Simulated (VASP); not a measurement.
# Ag2O: single point with LDA

Crystal: Ag2O.

```
CELL_PARAMETERS angstrom
4.71800 0.00000 0.00000
0.00000 4.71800 0.00000
0.00000 0.00000 4.71800
ATOMIC_POSITIONS crystal
Ag 0.75000 0.25000 0.75000
Ag 0.75000 0.75000 0.25000
Ag 0.25000 0.75000 0.75000
Ag 0.25000 0.25000 0.25000
O 0.50000 0.50000 0.50000
O 0.00000 0.00000 0.00000
```

* Program: VASP 6.6.1
* Task: single point
* Functional: LDA
* Potentials or basis: VASP PAW LDA potentials, release 64 (Ag, O)
* Cutoff: 500 eV
* k mesh: 6 × 6 × 6
* Occupations: gaussian, width 0.02 eV
* Spin: no spin polarisation

```yaml
Pressure: -4.6 GPa
Band_gap_on_the_k_mesh: 0.02 eV, direct
```

Levels at points of the mesh, in eV from the valence-band top:
```
           k point  band 24  band 25  band 26  band 27  band 28  band 29  band 30  band 31  band 32  band 33
(0.00, 0.00, 0.00)    -2.61    -2.61     0.00     0.00     0.00     0.02     1.90     1.90     7.17     7.17
(0.50, 0.00, 0.00)    -2.68    -1.63    -1.63    -0.49    -0.49     2.04     2.04     4.65     4.65     6.82
(0.50, 0.50, 0.00)    -2.01    -1.65    -1.65    -0.84    -0.84     2.02     2.02     3.68     3.68     6.66
(0.50, 0.50, 0.50)    -2.69    -1.74    -0.70    -0.70    -0.70     2.45     2.45     2.45     4.80     4.80
```

It took 33 s on 1 thread of AMD EPYC 9R45 (Zen 5) (shared host), peak memory 0.17 GiB.

A k mesh can miss the band edges. A hybrid or GW would open this gap; LDA tends to underestimate it.
